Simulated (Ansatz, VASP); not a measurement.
## Two plane-wave programs on MgS

Contents of INCAR:

```
SYSTEM = MgS
PREC = Accurate
ENCUT = 520
EDIFF = 1E-7
ISMEAR = 0
SIGMA = 0.05
LREAL = .FALSE.
LASPH = .TRUE.
NELM = 100
ALGO = Fast
ISIF = 2
LWAVE = .FALSE.
LCHARG = .FALSE.
NBANDS = 11
```

The input KPOINTS:

```
Automatic mesh
0
G
  8 8 8
  0 0 0
```

The input POSCAR:

```
MgS
1.0
    0.0000000000      2.8331200468      2.8331200468
    2.8331200468      0.0000000000      2.8331200468
    2.8331200468      2.8331200468      0.0000000000
Mg S
1 1
Direct
   -0.0176483874      0.0176483874     -0.0176483874
    0.7500000000      0.7500000000      0.7500000000
```

Input for Ansatz:

```yaml
crystal:
  lattice:
    - [0.0, 2.8331200468, 2.8331200468]
    - [2.8331200468, 0.0, 2.8331200468]
    - [2.8331200468, 2.8331200468, 0.0]
  atoms:
    - { symbol: Mg, position: [-0.0176483874, 0.0176483874, -0.0176483874] }
    - { symbol: S, position: [0.75, 0.75, 0.75] }
basis:
  ecutwfc: 420
kpoints:
  mp_grid: { grid: [8, 8, 8] }
hamiltonian:
  xc: lda
scf:
  occupations: { method: gaussian, width: 0.05 }
output:
  forces: true
  stress: true
  eigenvalues: true
  write_density: true
  write_potential: true
  elf: true
  volumetric_format: npy
```

Alike in both runs: task single point; functional LDA; k mesh 8 × 8 × 8; occupations gaussian, width 0.05 eV; no spin polarisation.

|  | VASP | Ansatz |
| --- | --- | --- |
| version | VASP 6.6.1 | Ansatz 0.2.0 |
| potentials or method | VASP PAW LDA potentials, release 64 (Mg, S) | scalar-relativistic, plane waves, PAW |
| plane-wave cutoff (eV) | 520 | 420 |
| valence electrons in the cell | 8 | 16 |

Ansatz gave:

```
gap on the k mesh at the Fermi level (eV)       : 3.05
least direct gap on the mesh (eV)               : 3.05
pressure (GPa)                                  : -2.0
largest component of the traceless stress (GPa) : 1.93
rms of the force components (eV/Å)              : 0.305
```

Task: What did VASP give for the same quantities?

Result: gap on the k mesh at the Fermi level (eV): 3.06; least direct gap on the mesh (eV): 3.06; pressure (GPa): -2.3; largest component of the traceless stress (GPa): 1.95; rms of the force components (eV/Å): 0.305.

Atom by atom the forces differ by 0.001 eV/Å (rms over components). The two sets of potentials don't hold the same shells in valence.

A k mesh can miss the band edges.
